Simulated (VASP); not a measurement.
Input of a VASP 6.6.1 run:

The input INCAR:

```
SYSTEM = Ge
ALGO     = Normal         ! electronic algorithm
EDIFF    = 1E-7           ! SCF threshold, eV
ENCUT    = 520            ! plane-wave cutoff, eV
ISIF     = 2              ! what is computed and relaxed
ISMEAR   = 0              ! smearing method
LASPH    = .True.         ! aspherical terms in the spheres
LCHARG   = .False.        ! write CHGCAR
LMIXTAU  = .True.       
LREAL    = .False.        ! projectors in reciprocal space
LWAVE    = .False.        ! write WAVECAR
METAGGA  = R2SCAN         ! meta-GGA
NBANDS   = 21             ! bands
NELM     = 60             ! most SCF steps
PREC     = Accurate       ! precision mode
SIGMA    = 0.02           ! smearing width, eV
```

KPOINTS

```
k-points
0
Gamma
  10 10 10
  0 0 0
```

The input POSCAR:

```
Ge                                      
1.0
    0.0000000000      2.7500811881      2.7500811881
    2.7500811881      0.0000000000      2.7500811881
    2.7500811881      2.7500811881     -0.0000000000
  Ge            
     2
Direct
     0.0000000000000000    0.0000000000000000    0.0000000000000000
     0.2500000000000000    0.2500000000000000    0.2500000000000000
```

Potentials or basis: VASP PAW PBE potentials, release 64 (Ge_d).

Launch:

```sh
$ cat potpaw_PBE.64/Ge_d/POTCAR > POTCAR
$ mpirun -np 1 vasp_std > vasp.out
```

Task: Estimate the band gap on the k mesh.

Result: 0.65 eV, indirect (least direct gap 1.25 eV).

Task: Estimate the pressure.

Result: 8.4 GPa.

Caveat: the PAW data sets were made with another functional, which shifts forces and pressure a little. A k mesh can miss the band edges.
